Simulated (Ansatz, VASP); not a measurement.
Two plane-wave programs on Li5F6

```
F Li
1.0
     2.83401    0.00000    0.00000
    -1.41701    2.45432    0.00000
     0.00000    0.00000   26.56980
F Li
6 5
Direct
  0.33333 0.66667 0.28770
  0.00000 0.00000 0.37107
  0.66667 0.33333 0.45683
  0.33333 0.66667 0.54317
  0.00000 0.00000 0.62893
  0.66667 0.33333 0.71230
  0.66667 0.33333 0.32174
  0.33333 0.66667 0.41207
  0.00000 0.00000 0.50000
  0.66667 0.33333 0.58793
  0.33333 0.66667 0.67826
```

Alike in both runs: functional PBEsol; k mesh 12 × 12 × 1; occupations gaussian, width 0.05 eV; no spin polarisation.

Ansatz relaxed the structure, and its values are those at the end. VASP's run is a single point on that final structure, the one shown.

|  | VASP | Ansatz |
| --- | --- | --- |
| version | VASP 6.6.1 | Ansatz 0.2.0 |
| potentials or method | VASP PAW PBE potentials, release 64 (F, Li_sv) | scalar-relativistic, plane waves, PAW |
| plane-wave cutoff (eV) | 520 | 420 |
| valence electrons in the cell | 57 | 57 |

Ansatz gave:

```
gap on the k mesh at the Fermi level (eV)  : none
rms of the force components (eV/Å)         : 0.002
work function, face that differs most (eV) : 10.84
```

**Question.** Estimate VASP's values.

**Answer.** gap on the k mesh at the Fermi level (eV): none; rms of the force components (eV/Å): 0.008; work function, face that differs most (eV): 10.85.

A gap of «none» marks a metal or a gap that the smearing closes. Ansatz warned: «published_levels_not_confirmed».

Caveats: the PAW data sets were made with another functional, which shifts forces and pressure a little (VASP); an odd number of electrons without spin polarisation forces a metal; a magnetic or distorted state may lie lower.
